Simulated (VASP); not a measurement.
Write the native input for VASP 6.6.1 that does the following.

```
Task                   : band structure
Functional             : PBEsol
Potentials or basis    : VASP PAW PBE potentials, release 64 (Hf_pv, O)
Cutoff                 : 520 eV
k mesh                 : 6 × 6 × 6
Occupations            : gaussian, width 0.02 eV
Spin                   : no spin polarisation
Further INCAR settings : ALGO = Normal; EDIFF = 1e-06
```

The structure of HfO2 lies in POSCAR:

```
HfO2
1.0
    3.5509100000      0.0000000000      0.0000000000
    0.0000000000      3.5509100000      0.0000000000
    0.0000000000      0.0000000000      5.1293700000
Hf O
2 4
Direct
    0.5000000000      0.5000000000      0.5000000000
    0.0000000000      0.0000000000      0.0000000000
    0.0000000000      0.5000000000      0.7024500000
    0.5000000000      1.0000000000      0.7975500000
    0.5000000000      0.0000000000      0.2975500000
    0.0000000000      0.5000000000      0.2024500000
```

Measurements of this composition are mostly on another form, of space group No. 14.

These files were run (other wordings do the same):

INCAR

```
SYSTEM = HfO2
PREC = Accurate ; ENCUT = 520
EDIFF = 1E-6 ; ISMEAR = 0
SIGMA = 0.02 ; LREAL = .False.
LASPH = .True. ; NELM = 60
ALGO = Normal ; ISIF = 2
LWAVE = .False. ; LCHARG = .False.
LMAXMIX = 4 ; GGA = PS
```

KPOINTS

```
regular mesh
0
Gamma
  6 6 6
  0 0 0
```

KPOINTS_OPT

```
path GXMGZRAZ,XR,MA
10
line-mode
reciprocal
 0.0000000000  0.0000000000  0.0000000000  G
 0.0000000000  0.5000000000  0.0000000000  X

 0.0000000000  0.5000000000  0.0000000000  X
 0.5000000000  0.5000000000  0.0000000000  M

 0.5000000000  0.5000000000  0.0000000000  M
 0.0000000000  0.0000000000  0.0000000000  G

 0.0000000000  0.0000000000  0.0000000000  G
 0.0000000000  0.0000000000  0.5000000000  Z

 0.0000000000  0.0000000000  0.5000000000  Z
 0.0000000000  0.5000000000  0.5000000000  R

 0.0000000000  0.5000000000  0.5000000000  R
 0.5000000000  0.5000000000  0.5000000000  A

 0.5000000000  0.5000000000  0.5000000000  A
 0.0000000000  0.0000000000  0.5000000000  Z

 0.0000000000  0.5000000000  0.0000000000  X
 0.0000000000  0.5000000000  0.5000000000  R

 0.5000000000  0.5000000000  0.0000000000  M
 0.5000000000  0.5000000000  0.5000000000  A
```

Potentials or basis: VASP PAW PBE potentials, release 64 (Hf_pv, O).

Command:

```sh
$ cat potpaw_PBE.64/Hf_pv/POTCAR potpaw_PBE.64/O/POTCAR > POTCAR
$ mpirun -np 1 vasp_std > vasp.out
```

Results of the run:

| Item | Value |
| --- | --- |
| Pressure | 0.3 GPa |
| Band gap on the k mesh | 4.59 eV, indirect (least direct gap 4.68 eV) |
| Band gap along the path | 4.59 eV, indirect (least direct gap 4.68 eV) |

Caveat: the PAW data sets were made with another functional, which shifts forces and pressure a little; spin-orbit coupling is left out, which moves the levels of the heavy elements.

Wall time 87 s on 1 thread of Intel(R) Xeon(R) 6975P-C (Granite Rapids) (shared host), peak memory 0.22 GiB.
